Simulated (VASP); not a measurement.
# PbSe in VASP: how settings move the PBE single point

Aim: see what changed inputs do to the PBE single point of PbSe (rocksalt), under +4.0 % biaxial strain in the (111) plane, free along [111].

Program: VASP 6.6.1. PAW datasets, plane waves. Computed at 0 K without zero-point motion; spin polarisation is off (in the reference).

## (1) The system as given

The cell comes from an earlier relaxation with r2SCAN in another program, then strained, with the atoms relaxed again. Some of the altered inputs switch spin polarisation on.

It is trigonal, R-3m (No. 166); a = 4.543 Å, c = 10.246 Å in the conventional setting, 30.52 Å³ an atom. Near Pb stand 6 Se at 3.13 Å; near Se stand 6 Pb at 3.13 Å.

The structure in full:

```cif
data_structure
_symmetry_space_group_name_H-M 'P 1'
_symmetry_Int_Tables_number 1
_cell_length_a 4.3062
_cell_length_b 4.3062
_cell_length_c 4.3062
_cell_angle_alpha 63.670
_cell_angle_beta 63.670
_cell_angle_gamma 63.670
_cell_volume 61.04
loop_
_atom_site_label
_atom_site_type_symbol
_atom_site_fract_x
_atom_site_fract_y
_atom_site_fract_z
_atom_site_occupancy
Pb1 Pb 0.00000 0.00000 0.00000 1
Se1 Se 0.50000 0.50000 0.50000 1
```

## (2) Reference

INCAR

```
ENCUT = 520.000000
SIGMA = 0.020000
EDIFF = 1.00e-07
GGA = PE
PREC = Accurate
IBRION = -1
ISIF = 2
ISMEAR = -1
NBANDS = 17
NELM = 120
NSW = 0
LASPH = .TRUE.
LCHARG = .FALSE.
LWAVE = .FALSE.
LREAL = .FALSE.
```

KPOINTS

```
KPOINTS created by Atomic Simulation Environment
0
Gamma
8 8 8
0 0 0
```

POSCAR

```
Pb Se
 1.0000000000000000
    -0.1696883774000000    3.0425619308999998    3.0425619308999998
     3.0425619308999998   -0.1696883774000000    3.0425619308999998
     3.0425619308999998    3.0425619308999998   -0.1696883774000000
 Pb  Se
   1   1
Cartesian
  0.0000000000000000  0.0000000000000000  0.0000000000000000
  2.9577177421999998  2.9577177421999998  2.9577177421999998
```

A file KPOINTS_OPT adds named points for the levels; it doesn't enter the self-consistent loop.

Potentials: the recommended PBE PAW datasets, 20 valence electrons.

Run with:

```sh
$ mpirun -np 1 vasp_std
```

## (3) Try 1

INCAR

```
SIGMA = 0.020000
EDIFF = 1.00e-07
GGA = PE
PREC = Accurate
IBRION = -1
ISIF = 2
ISMEAR = -1
NBANDS = 17
NSW = 0
LASPH = .TRUE.
LCHARG = .FALSE.
LWAVE = .FALSE.
LREAL = .FALSE.
ENCUT = 250
ISPIN = 2
MAGMOM = -0.5 -0.5
NELM = 50
```

KPOINTS is that of step 2.

POSCAR is that of step 2.

## (4) Try 2

INCAR is that of step 2.

KPOINTS

```
KPOINTS created by Atomic Simulation Environment
0
Monkhorst-Pack
8 8 8
0 0 0
```

POSCAR is that of step 2.

**Question.** What will these runs give? Wanted: for each run, changed; ending; energy change; pressure; electronic steps; usable.

The runs gave:

| run | changed | ending | energy change (meV/atom) | pressure (GPa) | gap on the mesh (eV; negative: overlap) | electronic steps | time | usable |
| --- | --- | --- | --- | --- | --- | --- | --- | --- |
| ref. | – | converged | 0 | -0.8 | 0.04 | 13 | 40 s | yes |
| 1 | ENCUT = 250, ISPIN = 2, MAGMOM = -0.5 -0.5, NELM = 50 | converged | 1.8 | -0.9 | – | 15 | 26 s | no |
| 2 | shifted mesh | converged | 0.3 | -0.8 | 0.54 | 13 | 42 s | yes |

**Reading.** Of 2 altered inputs, 1 ended normally on a faulty or unsound input, 1 gave usable results. «shifted mesh» moves the energy by 0.3 meV/atom.
